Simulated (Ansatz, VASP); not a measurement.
One calculation of Ta3N2, two programs

```
Ta N
1.0
     2.94361    0.00000    0.00000
    -1.47180    2.54924    0.00000
     0.00000    0.00000    8.59063
Ta N
3 2
Direct
  0.00000 0.00000 0.33747
  0.00000 0.00000 0.66253
  0.00000 0.00000 0.00000
  0.66667 0.33333 0.83462
  0.66667 0.33333 0.16538
```

Alike in both runs: functional PBE; k mesh 12 × 12 × 6; occupations gaussian, width 0.1 eV; no spin polarisation.

Ansatz relaxed the structure, and its values are those at the end. VASP's run is a single point on that final structure, the one shown.

|  | VASP | Ansatz |
| --- | --- | --- |
| version | VASP 6.6.1 | Ansatz 0.2.0 |
| potentials or method | VASP PAW PBE potentials, release 64 (Ta_pv, N) | scalar-relativistic, plane waves, PAW |
| plane-wave cutoff (eV) | 520 | 420 |
| valence electrons in the cell | 43 | 49 |

```csv
,VASP,Ansatz,Ansatz less VASP
gap on the k mesh at the Fermi level (eV),none,none,-
pressure (GPa),0.5,0.0,-0.46
rms of the force components (eV/Å),0.012,0.002,-0.0099
```

A gap of «none» marks a metal or a gap that the smearing closes. The two sets of potentials don't hold the same shells in valence.

Spin-orbit coupling is left out, which matters for the levels of Ta.
